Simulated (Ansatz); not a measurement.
# Fitting the PBEsol energy curve of NdH2

```
Nd H
1.0
     0.00000    2.73500    2.73500
     2.73500    0.00000    2.73500
     2.73500    2.73500    0.00000
Nd H
1 2
Direct
  0.00000 0.00000 0.00000
  0.75000 0.75000 0.75000
  0.25000 0.25000 0.25000
```

The cell was scaled at fixed shape and fractions and run with Ansatz, Ansatz PAW, cutoff 420 eV; PBEsol, k mesh 8 × 8 × 8 on the cell of 3 atoms, fermi-dirac occupations of 0.05 eV, collinear spin, ferromagnetic start, no spin-orbit coupling. The potentials were made for PBE. Energies are those that the program minimises, any entropy of the smearing included. The magnetic state is the one that the start led to, which needn't be the lowest. Plain semilocal runs treat an open f shell poorly.

```csv
V (Å³/atom),energy over the lowest row (meV/atom)
12.8206,3.556
13.0934,?
13.3662,0.000
13.6389,1.288
13.9117,4.411
14.1845,9.167
14.4573,15.437
```

Problem. Fit the third-order Birch-Murnaghan form, give V0, B0 and B′, and predict the energy left open.

Solution. With y = (V0/V)^(2/3), E = E0 + (9 V0 B0/16) [(y - 1)³ B′ + (y - 1)² (6 - 4y)]. Least squares through the rows shown give V0 = 13.3204 Å³/atom, E0 = -0.032 meV, B0 = 57.87 GPa (1 eV/Å³ = 160.218 GPa) and B′ = 3.54, with a largest miss of 0.007 meV. At V = 13.0934 the form with these constants gives 0.685 meV; the run gave 0.720 meV an atom. Other set-ups at this level, from all their volumes (Å³/atom, GPa): Ansatz, all-electron LAPW, scalar-relativistic: V0 13.345, B0 57.57.
